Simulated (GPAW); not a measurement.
# HfC (P6_3/mmc) in GPAW: further runs

Aim: see how the results for HfC move with the level of theory and the settings. Levels: PBEsol+D3(BJ), PBEsol+D3(BJ)+ATM, PBEsol+D4. Tasks: relaxation of cell and atoms.

All numbers are computed with GPAW 26.7.0; they aren't measurements. Logs are shortened: lines on timing, memory, paths and dates and some standing lists are left out, and cuts for length are marked. The log counts tension as positive stress, the text compression.

## 1. The structure

It takes space group P6_3/mmc (No. 194, hexagonal). The conventional cell has a = 3.343 Å, b = 3.343 Å, c = 5.203 Å, α = 90.00°, β = 90.00°, γ = 120.00°. Hf (site symmetry -6m2) has 6 C at 2.33 Å as nearest neighbours. C (site symmetry -3m) is surrounded by 6 Hf at 2.33 Å and 2 C at 2.60 Å.

The cell comes from a database or a generator and needn't be the stable form of this composition.

## 2. Relaxation of cell and atoms, PBEsol+D3(BJ)

The input, run.py:

```python
from ase import Atoms
from ase.calculators.mixing import SumCalculator
from ase.filters import FrechetCellFilter
from ase.io import write
from ase.optimize import BFGS
from dftd3.ase import DFTD3
from gpaw import GPAW, PW, setup_paths

setup_paths.insert(0, '.')

atoms = Atoms(['Hf', 'Hf', 'C', 'C'],
              cell=[[3.3428660531, 0.0, 0.0],
                    [-1.6714330265, 2.8950069234, 0.0],
                    [0.0, 0.0, 5.202714]],
              scaled_positions=[[0.3333333333, 0.6666666667, 0.25],
                                [0.6666666667, 0.3333333333, 0.75],
                                [0.0, 0.0, 0.5],
                                [0.0, 0.0, 0.0]],
              pbc=True)

calc = GPAW(mode=PW(800),
            xc='PBEsol',
            kpts={'size': (6, 6, 4), 'gamma': True},
            occupations={'name': 'fermi-dirac', 'width': 0.05},
            nbands=31,
            convergence={'density': 1e-05, 'forces': 0.0001},
            maxiter=150,
            txt='gpaw.txt')
atoms.calc = SumCalculator([calc, DFTD3(method='pbesol', damping='d3bj')])
opt = BFGS(FrechetCellFilter(atoms), trajectory='relax.traj', logfile='-')
done = opt.run(fmax=0.02, steps=60)
calc.write('gs.gpw')
write('result.traj', atoms)
print('Converged:', done)
print('Cell:', atoms.cell.cellpar().round(4))
print('Volume:', round(atoms.get_volume(), 4))
print(atoms.get_scaled_positions().round(5))
```

Potentials or basis: PAW data sets generated in the run's folder for this functional, pw.

The run is started by

```sh
gpaw-setup -f PBEsol C Hf
OMP_NUM_THREADS=1 python run.py
```

gpaw.txt:

```text
__  _  _
 | _ |_)|_||  |
 |__||  | ||/\| - 26.7.0

Input parameters:
  mode=PW(ecut=800.0),
  convergence={'density': 1e-05, 'forces': 0.0001},
  kpts=MonkhorstPack(size=(6, 6, 4), gamma=True),
  maxiter=150,
  nbands=31,
  occupations=Occupations(name='fermi-dirac', width=0.05),
  xc=XC(name='PBEsol')

Diagonalizing LCAO Hamiltonian
Converting LCAO to pw mode

            Hf

       C Hf

       C

Atoms  # Å, Bohr magnetons
|   | symbol |         x |        y |        z |    initial magnetic moments |
|---|--------|-----------|----------|----------|-----------------------------|
| 0 |     Hf | -0.000000 | 1.930005 | 1.300679 | ( 0.0000,  0.0000,  0.0000) |
| 1 |     Hf |  1.671433 | 0.965002 | 3.902036 | ( 0.0000,  0.0000,  0.0000) |
| 2 |      C |  0.000000 | 0.000000 | 2.601357 | ( 0.0000,  0.0000,  0.0000) |
| 3 |      C |  0.000000 | 0.000000 | 0.000000 | ( 0.0000,  0.0000,  0.0000) |

Unit cell  # Å
| periodic |         x |        y |        z |  lengths |     angles |
|----------|-----------|----------|----------|----------|------------|
|      yes |  3.342866 | 0.000000 | 0.000000 | 3.342866 |  90.000000 |
|      yes | -1.671433 | 2.895007 | 0.000000 | 3.342866 |  90.000000 |
|      yes |  0.000000 | 0.000000 | 5.202714 | 5.202714 | 120.000000 |

Number of symmetries: 12
Symmetry operations  # r_c * U_cc + t_c -> r_c
|    | kind |            matrix            |
|----|------|------------------------------|
|  0 |  σ   |  1, 1, 0,  0,-1, 0,  0, 0, 1 |
|  1 |  S6  |  1, 1, 0, -1, 0, 0,  0, 0,-1 |
|  2 |  E   |  1, 0, 0,  0, 1, 0,  0, 0, 1 |
|  3 |  C2  |  1, 0, 0, -1,-1, 0,  0, 0,-1 |
|  4 |  C2  |  0, 1, 0,  1, 0, 0,  0, 0,-1 |
|  5 |  C3  |  0, 1, 0, -1,-1, 0,  0, 0, 1 |
|  6 |  S6  |  0,-1, 0,  1, 1, 0,  0, 0,-1 |
|  7 |  σ   |  0,-1, 0, -1, 0, 0,  0, 0, 1 |
|  8 |  σ   | -1, 0, 0,  1, 1, 0,  0, 0, 1 |
|  9 |  i   | -1, 0, 0,  0,-1, 0,  0, 0,-1 |
| 10 |  C3  | -1,-1, 0,  1, 0, 0,  0, 0, 1 |
| 11 |  C2  | -1,-1, 0,  0, 1, 0,  0, 0,-1 |
[... 134 lines left out ...]
SCF iterations
|iter     | |      energy | eigst |  dens |force |
|---------|-|-------------|-------|-------|------|
|iter:   1| |  -41.842507 | -0.18 |       |      |
|iter:   2| |  -40.781317 | -2.17 | -0.84 |      |
|iter:   3| |  -38.625955 | -1.34 | -0.92 |      |
|iter:   4| |  -38.625166 | -2.81 | -1.57 |      |
|iter:   5| |  -38.640798c| -3.09 | -1.82 |      |
|iter:   6| |  -38.641090c| -4.85 | -2.81 |      |
|iter:   7| |  -38.641116c| -5.67 | -3.43 |      |
|iter:   8| |  -38.641100c| -6.24 | -3.65 |      |
|iter:   9| |  -38.641101c| -7.58c| -4.18 |      |
|iter:  10| |  -38.641101c| -8.03c| -4.96 |      |
|iter:  11| |  -38.641101c| -8.92c| -5.71c|      |
|iter:  12| |  -38.641101c|-10.07c| -6.41c|-5.65c|

Converged in 12 steps
Energy contributions relative to reference atoms: (reference = -821570.674565)

Energy contributions:
  Kinetic:          32.295627
  Coulomb:         -33.679268
  Zero:             -0.803239
  External:          0.000000
  Xc:              -36.450130
  Entropy:          -0.008186
  Spinorbit:         0.000000
  ----------------------------
  Free energy:     -38.645194
  Extrapolated:    -38.641101

dipole moment: (-6.650206, -11.518496, -10.350158)  # |e|*Ang

Fermi level: 10.937
Eigenvalues  # (at kpt = [0.000, 0.000, 0.000])
| band index |      eig [eV] | occ [0-2] |
|------------|---------------|-----------|
|          0 |       -49.975 |     2.000 |
|        ... |               |           |
|          7 |       -18.580 |     2.000 |
|          8 |        -1.655 |     2.000 |
|          9 |         2.737 |     2.000 |
|         10 |         4.416 |     2.000 |
|         11 |         8.189 |     2.000 |
|         12 |         8.189 |     2.000 |
[... 8 lines left out ...]
|         21 |        14.738 |     0.000 |
|         22 |        15.329 |     0.000 |
|        ... |               |           |
|         30 |        25.216 |     0.000 |

No gap
No difference between direct/indirect transitions

Stress tensor  # eV/Ang^3
|         x |         y |        z |
|-----------|-----------|----------|
|  0.049197 | -0.000000 | 0.000000 |
| -0.000000 |  0.049197 | 0.000000 |
|  0.000000 |  0.000000 | 0.018522 |

Forces  # eV/Ang
|        x |        y |        z |
|----------|----------|----------|
|  0.00000 |  0.00000 | -0.00000 |  # Hf   0
|  0.00000 | -0.00000 |  0.00000 |  # Hf   1
| -0.00000 | -0.00000 |  0.00000 |  # C    2
|  0.00000 | -0.00000 |  0.00000 |  # C    3

Interpolating wave functions to new cell

            Hf

       C Hf

       C

Atoms  # Å, Bohr magnetons
|   | symbol |         x |         y |        z |    initial magnetic moments |
|---|--------|-----------|-----------|----------|-----------------------------|
| 0 |     Hf | -0.000000 |  1.923213 | 1.297907 | ( 0.0000,  0.0000,  0.0000) |
| 1 |     Hf |  1.665551 |  0.961607 | 3.893722 | ( 0.0000,  0.0000,  0.0000) |
| 2 |      C | -0.000000 |  0.000000 | 2.595815 | ( 0.0000,  0.0000,  0.0000) |
| 3 |      C | -0.000000 | -0.000000 | 0.000000 | ( 0.0000,  0.0000,  0.0000) |

Unit cell  # Å
| periodic |         x |         y |         z |  lengths |     angles |
|----------|-----------|-----------|-----------|----------|------------|
|      yes |  3.331103 |  0.000000 | -0.000000 | 3.331103 |  90.000000 |
|      yes | -1.665551 |  2.884820 | -0.000000 | 3.331103 |  90.000000 |
|      yes | -0.000000 | -0.000000 |  5.191630 | 5.191630 | 120.000000 |

Number of symmetries: 12
Symmetry operations  # r_c * U_cc + t_c -> r_c
|    | kind |            matrix            |
|----|------|------------------------------|
|  0 |  σ   |  1, 1, 0,  0,-1, 0,  0, 0, 1 |
|  1 |  S6  |  1, 1, 0, -1, 0, 0,  0, 0,-1 |
|  2 |  E   |  1, 0, 0,  0, 1, 0,  0, 0, 1 |
|  3 |  C2  |  1, 0, 0, -1,-1, 0,  0, 0,-1 |
|  4 |  C2  |  0, 1, 0,  1, 0, 0,  0, 0,-1 |
|  5 |  C3  |  0, 1, 0, -1,-1, 0,  0, 0, 1 |
|  6 |  S6  |  0,-1, 0,  1, 1, 0,  0, 0,-1 |
|  7 |  σ   |  0,-1, 0, -1, 0, 0,  0, 0, 1 |
|  8 |  σ   | -1, 0, 0,  1, 1, 0,  0, 0, 1 |
|  9 |  i   | -1, 0, 0,  0,-1, 0,  0, 0,-1 |
| 10 |  C3  | -1,-1, 0,  1, 0, 0,  0, 0, 1 |
| 11 |  C2  | -1,-1, 0,  0, 1, 0,  0, 0,-1 |
[... 619 lines left out ...]
convergence criteria:
- Maximum integral of absolute [dens]ity change: 1e-05 electrons / valence electron
- Maximum change in the atomic [forces] across last 2 cycles: 0.0001 eV/Ang OR
Maximum error relative to the maximum force is below inf
- Maximum [total energy] change in last 3 cyles: 0.0005 eV / valence electron
- Maximum integral of absolute [eigenst]ate change: 4e-08 eV^2 / valence electron
maximum number of iterations: 150

SCF iterations
|iter     | |      energy | eigst |  dens |force |
|---------|-|-------------|-------|-------|------|
|iter:   1| |  -38.654643 | -3.30 |       |      |
|iter:   2| |  -38.654621 | -6.09 | -3.08 |      |
|iter:   3| |  -38.654499c| -5.21 | -3.11 |      |
|iter:   4| |  -38.654502c| -6.64 | -3.96 |      |
|iter:   5| |  -38.654503c| -7.65c| -4.42 |      |
|iter:   6| |  -38.654504c| -8.04c| -4.92 |      |
|iter:   7| |  -38.654504c| -8.57c| -5.55c|      |
|iter:   8| |  -38.654504c| -9.36c| -5.76c|-3.83 |
|iter:   9| |  -38.654504c| -9.80c| -6.14c|-4.62c|

Converged in 9 steps
Energy contributions relative to reference atoms: (reference = -821570.674565)

Energy contributions:
  Kinetic:          48.814286
  Coulomb:         -47.408009
  Zero:             -0.797201
  External:          0.000000
  Xc:              -39.259801
  Entropy:          -0.007559
  Spinorbit:         0.000000
  ----------------------------
  Free energy:     -38.658283
  Extrapolated:    -38.654504

dipole moment: (-6.526711, -11.304595, -10.245205)  # |e|*Ang
[... 945 lines left out ...]
convergence criteria:
- Maximum integral of absolute [dens]ity change: 1e-05 electrons / valence electron
- Maximum change in the atomic [forces] across last 2 cycles: 0.0001 eV/Ang OR
Maximum error relative to the maximum force is below inf
- Maximum [total energy] change in last 3 cyles: 0.0005 eV / valence electron
- Maximum integral of absolute [eigenst]ate change: 4e-08 eV^2 / valence electron
maximum number of iterations: 150

SCF iterations
|iter     | |      energy | eigst |  dens |force |
|---------|-|-------------|-------|-------|------|
|iter:   1| |  -38.659685 | -3.66 |       |      |
|iter:   2| |  -38.659679 | -6.54 | -3.31 |      |
|iter:   3| |  -38.659645c| -5.70 | -3.34 |      |
|iter:   4| |  -38.659646c| -7.17 | -4.13 |      |
|iter:   5| |  -38.659647c| -8.33c| -4.56 |      |
|iter:   6| |  -38.659647c| -8.79c| -5.44c|      |
|iter:   7| |  -38.659647c| -9.16c| -5.66c|-3.67 |
|iter:   8| |  -38.659647c|-10.06c| -6.23c|-4.88c|

Converged in 8 steps
Energy contributions relative to reference atoms: (reference = -821570.674565)

Energy contributions:
  Kinetic:          48.246009
  Coulomb:         -46.937417
  Zero:             -0.795939
  External:          0.000000
  Xc:              -39.168827
  Entropy:          -0.006946
  Spinorbit:         0.000000
  ----------------------------
  Free energy:     -38.663120
  Extrapolated:    -38.659647

dipole moment: (-6.509246, -11.274346, -10.315681)  # |e|*Ang

Fermi level: 11.470
Eigenvalues  # (at kpt = [0.000, 0.000, 0.000])
| band index |      eig [eV] | occ [0-2] |
|------------|---------------|-----------|
|          0 |       -49.204 |     2.000 |
|        ... |               |           |
|          7 |       -17.813 |     2.000 |
|          8 |        -1.282 |     2.000 |
|          9 |         3.306 |     2.000 |
|         10 |         4.760 |     2.000 |
|         11 |         8.741 |     2.000 |
|         12 |         8.741 |     2.000 |
[... 16 lines left out ...]
Stress tensor  # eV/Ang^3
|         x |         y |         z |
|-----------|-----------|-----------|
| -0.031527 |  0.000000 | -0.000000 |
|  0.000000 | -0.031527 |  0.000000 |
| -0.000000 |  0.000000 | -0.031070 |

Forces  # eV/Ang
|        x |        y |        z |
|----------|----------|----------|
| -0.00000 | -0.00000 |  0.00001 |  # Hf   0
|  0.00000 | -0.00000 | -0.00001 |  # Hf   1
|  0.00000 |  0.00000 |  0.00000 |  # C    2
|  0.00000 |  0.00000 |  0.00000 |  # C    3

# Writing to gs.gpw (mode='')
```

Wall time 4.6 min (1 thread of Arm Neoverse V1, shared host); peak memory 0.33 GiB.

Results:

```yaml
Free_energy: -40.1847 eV
Relaxed_volume: 12.04 Å³/atom
Relaxed_cell: a = 3.274 Å, b = 3.274 Å, c = 5.188 Å, α = 90.00°, β = 90.00°, γ = 120.00°
Space_group_after_relaxing_to_0.05_Å: P6_3/mmc (No. 194)
Energy_gained_by_relaxing: 21.5 meV/atom
Ionic_steps: 8
Pressure_after_relaxing: -0.1 GPa
Band_gap_on_the_k_mesh: none (metal or under the smearing width)
Dispersion_energy_per_atom: -0.380 eV
```

The path:
```csv
step,energy change (eV),largest force (eV/Å),pressure (GPa),volume (Å³)
1,0.0000,0.0000,-10.91,50.35
2,-0.0293,0.0000,-8.86,49.89
3,-0.0823,0.0000,0.77,47.98
4,-0.0830,0.0000,0.27,48.07
5,-0.0843,0.0000,-0.31,48.18
6,-0.0855,0.0000,-0.60,48.24
7,-0.0858,0.0000,-0.34,48.20
8,-0.0859,0.0000,-0.06,48.15
```

Final structure:
```xyz
4
Lattice="3.2736 0.0000 0.0000 -1.6368 2.8350 0.0000 0.0000 0.0000 5.1878" Properties=species:S:1:pos:R:3 pbc="T T T"
Hf    0.0000    1.8900    1.2970
Hf    1.6368    0.9450    3.8909
C     0.0000    0.0000    2.5939
C     0.0000    0.0000    0.0000
```

Caveat: the k mesh is coarse (spacing up to 0.36 Å⁻¹), so the values aren't converged; later steps reuse the first step's grids; pairwise dispersion overbinds metals, which lowers pressure and volume.

## 3. Relaxation of cell and atoms, PBEsol+D3(BJ)+ATM

run.py: that of step 2 with these lines changed.

```diff
@@ -28,3 +28,3 @@
             txt='gpaw.txt')
-atoms.calc = SumCalculator([calc, DFTD3(method='pbesol', damping='d3bj')])
+atoms.calc = SumCalculator([calc, DFTD3(damping='d3bj', params_tweaks=dict(method='pbesol', atm=True))])
 opt = BFGS(FrechetCellFilter(atoms), trajectory='relax.traj', logfile='-')
```

Potentials or basis: PAW data sets generated in the run's folder for this functional, pw.

The run is started by

```sh
gpaw-setup -f PBEsol C Hf
OMP_NUM_THREADS=1 python run.py
```

gpaw.txt:

```text
__  _  _
 | _ |_)|_||  |
 |__||  | ||/\| - 26.7.0

Input parameters:
  mode=PW(ecut=800.0),
  convergence={'density': 1e-05, 'forces': 0.0001},
  kpts=MonkhorstPack(size=(6, 6, 4), gamma=True),
  maxiter=150,
  nbands=31,
  occupations=Occupations(name='fermi-dirac', width=0.05),
  xc=XC(name='PBEsol')

Diagonalizing LCAO Hamiltonian
Converting LCAO to pw mode

            Hf

       C Hf

       C

Atoms  # Å, Bohr magnetons
|   | symbol |         x |        y |        z |    initial magnetic moments |
|---|--------|-----------|----------|----------|-----------------------------|
| 0 |     Hf | -0.000000 | 1.930005 | 1.300679 | ( 0.0000,  0.0000,  0.0000) |
| 1 |     Hf |  1.671433 | 0.965002 | 3.902036 | ( 0.0000,  0.0000,  0.0000) |
| 2 |      C |  0.000000 | 0.000000 | 2.601357 | ( 0.0000,  0.0000,  0.0000) |
| 3 |      C |  0.000000 | 0.000000 | 0.000000 | ( 0.0000,  0.0000,  0.0000) |

Unit cell  # Å
| periodic |         x |        y |        z |  lengths |     angles |
|----------|-----------|----------|----------|----------|------------|
|      yes |  3.342866 | 0.000000 | 0.000000 | 3.342866 |  90.000000 |
|      yes | -1.671433 | 2.895007 | 0.000000 | 3.342866 |  90.000000 |
|      yes |  0.000000 | 0.000000 | 5.202714 | 5.202714 | 120.000000 |

Number of symmetries: 12
Symmetry operations  # r_c * U_cc + t_c -> r_c
|    | kind |            matrix            |
|----|------|------------------------------|
|  0 |  σ   |  1, 1, 0,  0,-1, 0,  0, 0, 1 |
|  1 |  S6  |  1, 1, 0, -1, 0, 0,  0, 0,-1 |
[... 1219 lines left out ...]
| 3 |      C | -0.000000 | -0.000000 | -0.000000 | ( 0.0000,  0.0000,  0.0000) |

Unit cell  # Å
| periodic |         x |        y |         z |  lengths |     angles |
|----------|-----------|----------|-----------|----------|------------|
|      yes |  3.281992 | 0.000000 |  0.000000 | 3.281992 |  90.000000 |
|      yes | -1.640996 | 2.842288 | -0.000000 | 3.281992 |  90.000000 |
|      yes |  0.000000 | 0.000000 |  5.187468 | 5.187468 | 120.000000 |

Number of symmetries: 12
Symmetry operations  # r_c * U_cc + t_c -> r_c
|    | kind |            matrix            |
|----|------|------------------------------|
|  0 |  σ   |  1, 1, 0,  0,-1, 0,  0, 0, 1 |
|  1 |  S6  |  1, 1, 0, -1, 0, 0,  0, 0,-1 |
|  2 |  E   |  1, 0, 0,  0, 1, 0,  0, 0, 1 |
|  3 |  C2  |  1, 0, 0, -1,-1, 0,  0, 0,-1 |
|  4 |  C2  |  0, 1, 0,  1, 0, 0,  0, 0,-1 |
|  5 |  C3  |  0, 1, 0, -1,-1, 0,  0, 0, 1 |
|  6 |  S6  |  0,-1, 0,  1, 1, 0,  0, 0,-1 |
|  7 |  σ   |  0,-1, 0, -1, 0, 0,  0, 0, 1 |
|  8 |  σ   | -1, 0, 0,  1, 1, 0,  0, 0, 1 |
[... 628 lines left out ...]
SCF iterations
|iter     | |      energy | eigst |  dens |force |
|---------|-|-------------|-------|-------|------|
|iter:   1| |  -38.664166 | -3.92 |       |      |
|iter:   2| |  -38.664162 | -6.74 | -3.40 |      |
|iter:   3| |  -38.664139c| -5.86 | -3.43 |      |
|iter:   4| |  -38.664140c| -7.28 | -4.25 |      |
|iter:   5| |  -38.664140c| -8.46c| -4.68 |      |
|iter:   6| |  -38.664140c| -8.98c| -5.60c|      |
|iter:   7| |  -38.664140c| -9.27c| -5.69c|-3.68 |
|iter:   8| |  -38.664140c|-10.19c| -6.34c|-5.03c|

Converged in 8 steps
Energy contributions relative to reference atoms: (reference = -821570.674565)

Energy contributions:
  Kinetic:          47.095319
  Coulomb:         -45.983047
  Zero:             -0.796353
  External:          0.000000
  Xc:              -38.976595
  Entropy:          -0.006931
  Spinorbit:         0.000000
  ----------------------------
  Free energy:     -38.667606
  Extrapolated:    -38.664140
[... 38 lines left out ...]
Forces  # eV/Ang
|        x |        y |        z |
|----------|----------|----------|
|  0.00000 | -0.00000 |  0.00001 |  # Hf   0
| -0.00000 |  0.00000 | -0.00001 |  # Hf   1
|  0.00000 |  0.00000 |  0.00000 |  # C    2
|  0.00000 | -0.00000 |  0.00000 |  # C    3

# Writing to gs.gpw (mode='')
```

Run time: 4.8 min. Hardware: 1 thread of Arm Neoverse V1, shared host; peak memory 0.34 GiB.

Results:

- Free energy: -40.0577 eV
- Relaxed volume: 12.07 Å³/atom
- Relaxed cell: a = 3.277 Å, b = 3.277 Å, c = 5.193 Å, α = 90.00°, β = 90.00°, γ = 120.00°
- Space group after relaxing (to 0.05 Å): P6_3/mmc (No. 194)
- Energy gained by relaxing: 18.9 meV/atom
- Ionic steps: 8
- Pressure after relaxing: 0.0 GPa
- Band gap on the k mesh: none (metal or under the smearing width)
- Dispersion energy per atom: -0.348 eV

The path:
| step | energy change (eV) | largest force (eV/Å) | pressure (GPa) | volume (Å³) |
| --- | --- | --- | --- | --- |
| 1 | 0.0000 | 0.0000 | -10.17 | 50.35 |
| 2 | -0.0256 | 0.0000 | -8.25 | 49.92 |
| 3 | -0.0719 | 0.0000 | 0.72 | 48.14 |
| 4 | -0.0726 | 0.0000 | 0.30 | 48.22 |
| 5 | -0.0740 | 0.0000 | -0.37 | 48.35 |
| 6 | -0.0752 | 0.0000 | -0.57 | 48.39 |
| 7 | -0.0755 | 0.0000 | -0.28 | 48.34 |
| 8 | -0.0754 | 0.0000 | -0.04 | 48.30 |

Final structure:
```cif
data_structure
_symmetry_space_group_name_H-M 'P 1'
_symmetry_Int_Tables_number 1
_cell_length_a 3.2769
_cell_length_b 3.2769
_cell_length_c 5.1935
_cell_angle_alpha 90.000
_cell_angle_beta 90.000
_cell_angle_gamma 120.000
_cell_volume 48.30
loop_
_atom_site_label
_atom_site_type_symbol
_atom_site_fract_x
_atom_site_fract_y
_atom_site_fract_z
_atom_site_occupancy
Hf1 Hf 0.33333 0.66667 0.25000 1
Hf2 Hf 0.66667 0.33333 0.75000 1
C1 C 0.00000 0.00000 0.50000 1
C2 C 0.00000 0.00000 0.00000 1
```

Levels at points of the mesh, in eV from the Fermi level:
```csv
k point,band 13,band 14,band 15,band 16,band 17,band 18,band 19,band 20
"(0.00, 0.00, 0.00)",-2.72,-0.79,-0.79,1.32,1.82,1.82,2.44,2.44
"(0.00, 0.00, 0.50)",-2.28,-2.28,-2.28,-2.28,4.45,4.45,4.45,4.45
"(0.50, 0.50, 0.00)",-3.18,-3.07,-1.50,-0.60,1.74,4.87,5.36,5.38
"(0.50, 0.50, 0.50)",-2.85,-2.85,-2.01,-2.01,1.72,1.72,5.39,5.39
```

Caveat: the k mesh is coarse (spacing up to 0.36 Å⁻¹), so the values aren't converged; later steps reuse the first step's grids; pairwise dispersion overbinds metals, which lowers pressure and volume. The run has no spin-orbit coupling, so splittings on Hf are missing.

[end of part 1 of 2]
